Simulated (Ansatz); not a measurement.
# AlCo3: magnetic states

Aim, for AlCo3: sweep the held total moment.

Method: DFT PBEsol, scalar-relativistic, plane waves, PAW, in Ansatz 0.2.0.

2 further runs of the same task are left out: 1 that didn't finish, 1 set aside as unsound or not needed. Runs told in other sessions of the task aren't counted.

**1. The system as given**

The structure is cubic, space group Pm-3m (No. 221). Conventional cell: a = 3.575 Å, b = 3.575 Å, c = 3.575 Å, α = 90.00°, β = 90.00°, γ = 90.00°. Al (site symmetry m-3m) has 12 Co at 2.53 Å in its first shell of neighbours. Co (site symmetry 4/mmm) is surrounded by 4 Al at 2.53 Å and 8 Co at 2.53 Å.

Structure file:

```
Al Co
1.0
     3.57495    0.00000    0.00000
     0.00000    3.57495    0.00000
     0.00000    0.00000    3.57495
Al Co
1 3
Direct
  0.00000 0.00000 0.00000
  0.50000 0.50000 0.00000
  0.50000 0.00000 0.50000
  0.00000 0.50000 0.50000
```

The structure comes from the Materials Project (structure only); it is used as listed.

**2. The base run, which the others are set against**

input.yaml

```yaml
crystal:
  lattice:
    - [3.574948, 0.0, 0.0]
    - [0.0, 3.574948, 0.0]
    - [0.0, 0.0, 3.574948]
  atoms:
    - { symbol: Al, position: [0.0, 0.0, 0.0] }
    - { symbol: Co, position: [0.5, 0.5, 0.0], spin: 1.46 }
    - { symbol: Co, position: [0.5, 0.0, 0.5], spin: 1.46 }
    - { symbol: Co, position: [0.0, 0.5, 0.5], spin: 1.46 }
basis:
  ecutwfc: 420
kpoints:
  mp_grid: { grid: [12, 12, 12] }
hamiltonian:
  xc: pbesol
scf:
  occupations: { method: gaussian, width: 0.1 }
output:
  forces: true
  stress: true
  eigenvalues: true
  populations: true
magnetization:
  spin_polarized: true
```

Its results, from an earlier run: -3951.0459 eV/atom at zero smearing, pressure -7.41 GPa, largest force 0.000 eV/Å, no gap on the mesh, site moments Al -0.06, Co +1.35 (×3) μB, in 14 SCF cycles and 27 s.

**3. Held total moment: 0 μB**

input.yaml

```yaml
crystal:
  lattice:
    - [3.574948, 0.0, 0.0]
    - [0.0, 3.574948, 0.0]
    - [0.0, 0.0, 3.574948]
  atoms:
    - { symbol: Al, position: [0.0, 0.0, 0.0] }
    - { symbol: Co, position: [0.5, 0.5, 0.0] }
    - { symbol: Co, position: [0.5, 0.0, 0.5] }
    - { symbol: Co, position: [0.0, 0.5, 0.5] }
basis:
  ecutwfc: 420
kpoints:
  mp_grid: { grid: [12, 12, 12] }
hamiltonian:
  xc: pbesol
scf:
  occupations: { method: gaussian, width: 0.1 }
  lower_state_search: "off"
output:
  forces: true
  stress: true
  eigenvalues: true
magnetization:
  spin_polarized: true
  initial_magnetization: 0.0
  spin_locking: { lock_magnetization: hard }
```

The run is started by

```console
$ ansatz run input.yaml --threads 1 --pin off --max-ram 2560MiB --backend cpu --events-out ev --progress --plain --runs-dir out
```

**4. Held total moment: 1.5 μB**

Edit input.yaml of step 3 so:

```diff
@@ -25,3 +25,3 @@
   spin_polarized: true
-  initial_magnetization: 0.0
+  initial_magnetization: 1.5
   spin_locking: { lock_magnetization: hard }
```

**5. Held total moment set to 3 μB**

Edit input.yaml of step 4 so:

```diff
@@ -25,3 +25,3 @@
   spin_polarized: true
-  initial_magnetization: 1.5
+  initial_magnetization: 3.0
   spin_locking: { lock_magnetization: hard }
```

**6. Held total moment set to 4.5 μB**

Edit input.yaml of step 5 so:

```diff
@@ -25,3 +25,3 @@
   spin_polarized: true
-  initial_magnetization: 3.0
+  initial_magnetization: 4.5
   spin_locking: { lock_magnetization: hard }
```

**7. Held total moment: 6 μB**

Edit input.yaml of step 6 so:

```diff
@@ -25,3 +25,3 @@
   spin_polarized: true
-  initial_magnetization: 4.5
+  initial_magnetization: 6.0
   spin_locking: { lock_magnetization: hard }
```

**8. Held total moment: 7.5 μB**

Edit input.yaml of step 7 so:

```diff
@@ -25,3 +25,3 @@
   spin_polarized: true
-  initial_magnetization: 6.0
+  initial_magnetization: 7.5
   spin_locking: { lock_magnetization: hard }
```

**9. Held total moment: 9 μB**

Edit input.yaml of step 8 so:

```diff
@@ -25,3 +25,3 @@
   spin_polarized: true
-  initial_magnetization: 7.5
+  initial_magnetization: 9.0
   spin_locking: { lock_magnetization: hard }
```

**10. Held total moment: 10.5 μB**

Edit input.yaml of step 9 so:

```diff
@@ -25,3 +25,3 @@
   spin_polarized: true
-  initial_magnetization: 9.0
+  initial_magnetization: 10.5
   spin_locking: { lock_magnetization: hard }
```

**11. Held total moment: 12 μB**

Edit input.yaml of step 10 so:

```diff
@@ -25,3 +25,3 @@
   spin_polarized: true
-  initial_magnetization: 10.5
+  initial_magnetization: 12.0
   spin_locking: { lock_magnetization: hard }
```

(Steps that only read results are left out.)

What results come out of these runs, taken together? Wanted: held moment of lowest energy.

As calculated:

| quantity | value |
| --- | --- |
| held moment of lowest energy | 3.00 μB/cell |

**Reading.** The energy is lowest at 3.00 μB per cell on this grid, 35.5 meV/atom under the state without net moment. The pressure climbs by 75.8 GPa from the first to the last point: a larger moment wants a larger cell.
